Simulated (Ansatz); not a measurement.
**Al(111): from terraces to steps**

These are results of Ansatz, DFT PBEsol, scalar-relativistic, plane waves, PAW, not measurements.

Cutoff 420 eV, Γ-centred meshes of like density (2×12×1 for the 24-atom cell), Gaussian smearing of 0.10 eV, energies at zero smearing and 0 K, each start's symmetry kept, no spin polarisation.

A (111) slab of relaxed bulk Al (Fm-3m, 16.19 Å³/atom, gap on the mesh 0.00 eV), 4 planes in a 6×1 cell with the lowest 2 held; added atoms sit on lattice sites of the next plane. A dipole correction is on. The surface energy is the mean of the held and the free face; step energies are per length and the mean of the stripe's two steps, which run along the shortest translation of the plane; step and island energies count from the flat slab and bulk atoms.

The flat slab gives a surface energy of 1.03 J/m² (64.0 meV/Å²); planes follow at h = 2.32 Å, and an atom takes 6.98 Å² of its plane.

Task: Estimate the step energy β from the surface energy and compare with the stripes.

Result: A step opens a strip of height h, so a first guess is γh = 64.0 × 2.32 = 148 meV/Å. Computed: 70 meV/Å for the stripe 2 surface cells wide, 70 meV/Å for the stripe 3 surface cells wide, 0.47 and 0.47 of the guess. A value under γh is usual for metals: the riser is a slanted microfacet that covers some terrace, so at slant φ it costs h(γ_facet/sin φ − γ/tan φ), or γh tan(φ/2) for equal energies, 0.41 γh at 45° and 0.52 γh at 55°. The two widths agree within 1 meV/Å. A vicinal face tilted by θ holds tan θ/h steps per length, so its energy per terrace area is γ + (β/h) tan θ for far-apart steps, with β/h = 0.48 J/m². On fcc(111) the stripe's two edges are unlike, with (100) and (111) microfacets at 55° and 71°, while a vicinal face holds one kind, so this slope is the mean of two tilts.

Slabs of three or four planes are thin, so both faces still feel each other.

Small energy differences in metals hang on the k mesh (about 10 mJ/m² or 1 to 2 meV/atom on the mesh of the relaxation).